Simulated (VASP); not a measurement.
# Ge (P6_3/mmc) in VASP: single point with r2SCAN

Aim: the single point of Ge with r2SCAN.

All numbers are computed with VASP 6.6.1; they aren't measurements. Logs are shortened: lines on timing, memory, paths and dates and some standing lists are left out, and cuts for length are marked.

## 1. The structure

It takes space group P6_3/mmc (No. 194, hexagonal). The conventional cell has a = 3.996 Å, b = 3.996 Å, c = 6.602 Å, α = 90.00°, β = 90.00°, γ = 120.00°. Around Ge (site symmetry 3m) lie 4 Ge at 2.45 to 2.47 Å.

The cell was built by a generator and needn't be a form met in nature.

## 2. Single point, r2SCAN

POSCAR

```
Ge
1.0
    3.9955114817      0.0000000000      0.0000000000
   -1.9977557409      3.4602144443      0.0000000000
    0.0000000000      0.0000000000      6.6016086870
Ge
4
Direct
    0.3333333333      0.6666666667      0.0629740952
    0.6666666667      0.3333333333      0.5629740952
    0.6666666667      0.3333333333      0.9370259048
    0.3333333333      0.6666666667      0.4370259048
```

INCAR.step1

```
  PREC = Accurate
  ENCUT = 520
  ISMEAR = 0
  SIGMA = 0.01
  LREAL = F
  LASPH = T
  NELM = 100
  NBANDS = 36
  GGA = PE
  ALGO = Normal
  EDIFF = 1E-4
  LWAVE = T
  LCHARG = F
```

INCAR.step2

```
  PREC = Accurate
  ENCUT = 520
  EDIFF = 1E-6
  ISMEAR = 0
  SIGMA = 0.01
  LREAL = F
  LASPH = T
  NELM = 100
  ALGO = Normal
  ISIF = 2
  LWAVE = F
  LCHARG = T
  METAGGA = R2SCAN
  LMIXTAU = T
  LELF = T
  LVHAR = T
  NBANDS = 36
  ISTART = 1
```

KPOINTS

```
Automatic mesh
0
Gamma
  10 10 6
```

Potentials or basis: VASP PAW PBE potentials, release 64 (Ge_d).

Launch:

```console
cat potpaw_PBE.64/Ge_d/POTCAR > POTCAR
cp INCAR.step1 INCAR
mpirun -np 1 vasp_std > vasp.out
cp INCAR.step2 INCAR
mpirun -np 1 vasp_std > vasp.out
```

OUTCAR:

```text
PREC = Accurate
   ENCUT = 520
   EDIFF = 1E-6
   ISMEAR = 0
   LREAL = F
   LASPH = T
   NELM = 100
   ISIF = 2
   METAGGA = R2SCAN
   ISTART = 1

 ion  position               nearest neighbor table
   1  0.333  0.667  0.063-   3 2.45   3 2.45   3 2.45   4 2.47
   2  0.667  0.333  0.563-   4 2.45   4 2.45   4 2.45   3 2.47
   3  0.667  0.333  0.937-   1 2.45   1 2.45   1 2.45   2 2.47
   4  0.333  0.667  0.437-   2 2.45   2 2.45   2 2.45   1 2.47

  LATTYP: Found a hexagonal cell.
 ALAT       =     3.9955114817
 C/A-ratio  =     1.6522562173

  Lattice vectors:

 A1 = (   3.9955114817,   0.0000000000,   0.0000000000)
 A2 = (  -1.9977557409,   3.4602144443,   0.0000000000)
 A3 = (   0.0000000000,   0.0000000000,   6.6016086870)

Analysis of symmetry for initial positions (statically):
=====================================================================
 Subroutine PRICEL returns:
 Original cell was already a primitive cell.

 Routine SETGRP: Setting up the symmetry group for a
 hexagonal supercell.

 Subroutine GETGRP returns: Found 24 space group operations
 (whereof 12 operations were pure point group operations)
 out of a pool of 24 trial point group operations.

The static configuration has the point symmetry D_3d.
 The point group associated with its full space group is D_6h.

Analysis of symmetry for dynamics (positions and initial velocities):
=====================================================================
 Subroutine PRICEL returns:
 Original cell was already a primitive cell.

 Routine SETGRP: Setting up the symmetry group for a
 hexagonal supercell.

 Subroutine GETGRP returns: Found 24 space group operations
 (whereof 12 operations were pure point group operations)
 out of a pool of 24 trial point group operations.

The dynamic configuration has the point symmetry D_3d.
 The point group associated with its full space group is D_6h.

 Subroutine INISYM returns: Found 24 space group operations
 (whereof 12 operations are pure point group operations),
 and found     1 'primitive' translations

----------------------------------------------------------------------------------------

                                     Primitive cell

  volume of cell :      91.2694

  direct lattice vectors                    reciprocal lattice vectors
     3.995511482  0.000000000  0.000000000     0.250280848  0.144499715  0.000000000
    -1.997755741  3.460214444  0.000000000     0.000000000  0.288999429  0.000000000
     0.000000000  0.000000000  6.601608687     0.000000000  0.000000000  0.151478230

  length of vectors
     3.995511482  3.995511482  6.601608687     0.288999429  0.288999429  0.151478230

  position of ions in fractional coordinates (direct lattice)
     0.333333333  0.666666667  0.062974095
     0.666666667  0.333333333  0.562974095
     0.666666667  0.333333333  0.937025905
     0.333333333  0.666666667  0.437025905

  ion indices of the primitive-cell ions
   primitive index   ion index
                 1           1
                 2           2
                 3           3
                 4           4

----------------------------------------------------------------------------------------

 KPOINTS: Automatic mesh

Automatic generation of k-mesh.
 Grid dimensions read from file:
 generate k-points for:   10   10    6

 Generating k-lattice:

  Cartesian coordinates                     Fractional coordinates (reciprocal lattice)
     0.025028085  0.014449971  0.000000000     0.100000000 -0.000000000  0.000000000
     0.000000000  0.028899943  0.000000000     0.000000000  0.100000000  0.000000000
     0.000000000  0.000000000  0.025246372     0.000000000  0.000000000  0.166666667

  Length of vectors
     0.028899943  0.028899943  0.025246372

  Shift w.r.t. Gamma in fractional coordinates (k-lattice)
     0.000000000  0.000000000  0.000000000

 Subroutine IBZKPT returns following result:
 ===========================================

 Found     56 irreducible k-points:

 Following reciprocal coordinates:
            Coordinates               Weight
  0.000000  0.000000  0.000000      1.000000
  0.100000  0.000000  0.000000      6.000000
  0.200000  0.000000  0.000000      6.000000
  0.300000  0.000000  0.000000      6.000000
  0.400000  0.000000  0.000000      6.000000
  0.500000 -0.000000  0.000000      3.000000
[... 16 lines left out ...]
  0.300000  0.100000  0.166667     24.000000
  0.400000  0.100000  0.166667     24.000000
 [... further k-points ...]
   k-points           NKPTS =     56   k-points in BZ     NKDIM =     56   number of bands    NBANDS=     36
   number of dos      NEDOS =    301   number of ions     NIONS =      4
   total plane-waves  NPLWV =  45000
   dimension x,y,z NGX =    30 NGY =   30 NGZ =   50
   dimension x,y,z NGXF=    60 NGYF=   60 NGZF=  100
   ions per type =               4
   NGX,Y,Z   is equivalent  to a cutoff of  12.48, 12.48, 12.59 a.u.
   NGXF,Y,Z  is equivalent  to a cutoff of  24.96, 24.96, 25.18 a.u.
 SYSTEM =  unknown system
   PREC   = accura    normal or accurate (medium, high low for compatibility)
   ISTART =      1    job   : 0-new  1-cont  2-samecut
   ICHARG =      0    charge: 1-file 2-atom 10-const
   ISPIN  =      1    spin polarized calculation?
   LNONCOLLINEAR =      F non collinear calculations
   LSORBIT =      F    spin-orbit coupling
   LASPH  =      T    aspherical Exc in radial PAW
   ENCUT  =  520.0 eV  38.22 Ry    6.18 a.u.   7.43  7.43 12.27*2*pi/ulx,y,z
   NELM   =    100;   NELMIN=  2; NELMDL=  0     # of ELM steps
   EDIFF  = 0.1E-05   stopping-criterion for ELM
   LREAL  =      F    real-space projection
   EDIFFG = 0.1E-04   stopping-criterion for IOM
   NSW    =      0    number of steps for IOM
   IBRION =     -1    ionic relax: 0-MD 1-quasi-New 2-CG
   NFREE  =      0    steps in history (QN), initial steepest desc. (CG)
   ISIF   =      2    stress and relaxation
   ISYM   =      2    0-nonsym 1-usesym 2-fastsym
   POTIM  = 0.5000    time-step for ionic-motion
   TEBEG  =    0.0;   TEEND  =   0.0 temperature during run
   PSTRESS=    0.0 pullay stress
   NELECT =      56.0000    total number of electrons
   NUPDOWN=      -1.0000    fix difference up-down
   EMIN   =  10.00;   EMAX   =-10.00  energy-range for DOS
   EFERMI =   0.00;   METHOD = LEGACY
   ISMEAR =     0;   SIGMA  =   0.01  broadening in eV -4-tet -1-fermi 0-gaus
   EFERMI_NEDOS =   21; number of points for ismear=-14 and -15
   IALGO  =     38    algorithm
   IMIX   =      4    mixing-type and parameters
     AMIX     =   0.40;   BMIX     =  1.00
     AMIX_MAG =   1.60;   BMIX_MAG =  1.00
  volume/ion in A,a.u.               =      22.82       153.98
  Fermi-wavevector in a.u.,A,eV,Ry     =   1.391113  2.628823 26.329936  1.935196
  Thomas-Fermi vector in A             =   2.514983
   LORBIT       =      0    0 simple, 1 ext, 2 COOP (PROOUT), +10 PAW based schemes
   METAGGA = R2SCAN    functional components
   LHFCALC =     F    Hartree Fock is set to
   AEXX    =    0.0000 exact exchange contribution
   IVDW    =     0    specifies the selected vdW correction
   LEPSILON=     F    determine dielectric tensor
   LRPA    =     F    only Hartree local field effects (RPA)
 non-spin polarized calculation
 Gauss-broadening in eV      SIGMA  =   0.01
  energy-cutoff  :      520.00
  volume of cell :       91.27
 maximum number of plane-waves:      2485
 NGX is ok and might be reduce to    30
   NGX = 15   NGY = 15   NGZ = 25

 number of electron      56.0000055 magnetization

 Free energy of the ion-electron system (eV)
  ---------------------------------------------------
  ext. energy  EPLUGINS =         0.00000000
  ---------------------------------------------------
  free energy    TOTEN  =       -55.41731110 eV

  energy without entropy =      -55.41731110  energy(sigma->0) =      -55.41731110

 E-fermi :   4.9429     XC(G=0): -10.7736

 val. band max:        4.9049699737   @ k =   0.0000   0.0000   0.0000
 cond. band min:       4.9801365830   @ k =   0.0000   0.0000   0.0000
 fundamental gap:      0.0751666093
 Fermi energy:         4.9428949505

 k-point     1 :       0.0000    0.0000    0.0000
  band No.  band energies     occupation
      1     -20.7969      2.00000
      2     -20.7968      2.00000
      3     -20.7569      2.00000
      4     -20.7565      2.00000
      5     -20.7565      2.00000
      6     -20.7442      2.00000
[... 28 lines left out ...]
     35       9.6050      0.00000
     36      11.4871      0.00000

 k-point     2 :       0.1000    0.0000    0.0000
  band No.  band energies     occupation
      1     -20.8035      2.00000
      2     -20.7989      2.00000
      3     -20.7635      2.00000
      4     -20.7601      2.00000
      5     -20.7565      2.00000
      6     -20.7359      2.00000
[... 28 lines left out ...]
     35      10.0685      0.00000
     36      11.6469      0.00000

 k-point     3 :       0.2000    0.0000    0.0000
  band No.  band energies     occupation
      1     -20.8129      2.00000
      2     -20.8027      2.00000
      3     -20.7748      2.00000
      4     -20.7673      2.00000
      5     -20.7545      2.00000
      6     -20.7246      2.00000
[... 28 lines left out ...]
     35      10.7905      0.00000
     36      11.2264      0.00000
[... 742 lines left out ...]
 k-point    23 :       0.3000    0.1000    0.1667
  band No.  band energies     occupation
      1     -20.8131      2.00000
      2     -20.8080      2.00000
      3     -20.7889      2.00000
      4     -20.7840      2.00000
      5     -20.7381      2.00000
      6     -20.7092      2.00000
[... 28 lines left out ...]
     35      12.0211      0.00000
     36      12.3865      0.00000

 k-point    24 :       0.4000    0.1000    0.1667
  band No.  band energies     occupation
      1     -20.8104      2.00000
      2     -20.8077      2.00000
      3     -20.7979      2.00000
      4     -20.7870      2.00000
      5     -20.7254      2.00000
      6     -20.7012      2.00000
[... 28 lines left out ...]
     35      13.4111      0.00000
     36      13.7249      0.00000

 [... further k-points ...]

------------------------ aborting loop because EDIFF is reached ----------------------------------------

  FORCE on cell =-STRESS in cart. coord.  units (eV):
  Direction    XX          YY          ZZ          XY          YZ          ZX
  --------------------------------------------------------------------------------------
  -------------------------------------------------------------------------------------
  Total        0.0157394      0.0157394      0.0405303     -0.0000000     -0.0000000      0.0000000
  in kB        0.2762957      0.2762957      0.7114843     -0.0000000     -0.0000000      0.0000000
  external PRESSURE =       0.4213585 kB  Pullay stress =       0.0000000 kB

 VOLUME and BASIS-vectors are now :
 -----------------------------------------------------------------------------
  energy-cutoff  :      520.00
  volume of cell :       91.27
      direct lattice vectors                 reciprocal lattice vectors
     3.995511482  0.000000000  0.000000000     0.250280848  0.144499715  0.000000000
    -1.997755741  3.460214444  0.000000000     0.000000000  0.288999429  0.000000000
     0.000000000  0.000000000  6.601608687     0.000000000  0.000000000  0.151478230

 POSITION                                       TOTAL-FORCE (eV/Angst)
 -----------------------------------------------------------------------------------
     -0.00000      2.30681      0.41573         0.000000     -0.000000      0.004035
      1.99776      1.15340      3.71653         0.000000      0.000000      0.004035
      1.99776      1.15340      6.18588        -0.000000      0.000000     -0.004035
     -0.00000      2.30681      2.88507        -0.000000      0.000000     -0.004035
 -----------------------------------------------------------------------------------
    total drift:                               -0.000000      0.000000     -0.000000

  FREE ENERGIE OF THE ION-ELECTRON SYSTEM (eV)
  ---------------------------------------------------
  free  energy   TOTEN  =       -55.4173110959 eV

  energy  without entropy=      -55.4173110959  energy(sigma->0) =      -55.41731110
```

It took 4.6 min on 1 thread of Intel Xeon 6975P-C (Granite Rapids), shared host; peak memory 0.29 GiB.

What came out:

```
Free energy            : -55.4173 eV
Pressure               : 0.0 GPa
Largest force          : 0.004 eV/Å
Band gap on the k mesh : 0.08 eV, direct
```

Forces in eV/Å, atoms in the order of the input:
```
Ge   0.000  0.000  0.004
Ge   0.000  0.000  0.004
Ge   0.000  0.000 -0.004
Ge   0.000  0.000 -0.004
```

Levels at points of the mesh, in eV from the valence-band top:
| k point | band 24 | band 25 | band 26 | band 27 | band 28 | band 29 | band 30 | band 31 | band 32 | band 33 |
| --- | --- | --- | --- | --- | --- | --- | --- | --- | --- | --- |
| (0.00, 0.00, 0.00) | -1.68 | -1.68 | -0.30 | 0.00 | 0.00 | 0.08 | 0.24 | 2.30 | 2.30 | 2.80 |
| (0.50, 0.00, 0.00) | -7.10 | -4.87 | -3.34 | -3.03 | -1.65 | 0.63 | 1.82 | 3.71 | 3.83 | 4.46 |
| (0.00, 0.00, 0.50) | -5.06 | -1.02 | -1.02 | -1.02 | -1.02 | 0.85 | 0.85 | 3.46 | 3.46 | 3.46 |
| (0.50, 0.00, 0.50) | -8.27 | -2.78 | -2.78 | -2.65 | -2.65 | 0.62 | 0.62 | 2.26 | 2.26 | 6.35 |

Caveat: the PAW data sets were made with another functional, which shifts forces and pressure a little.
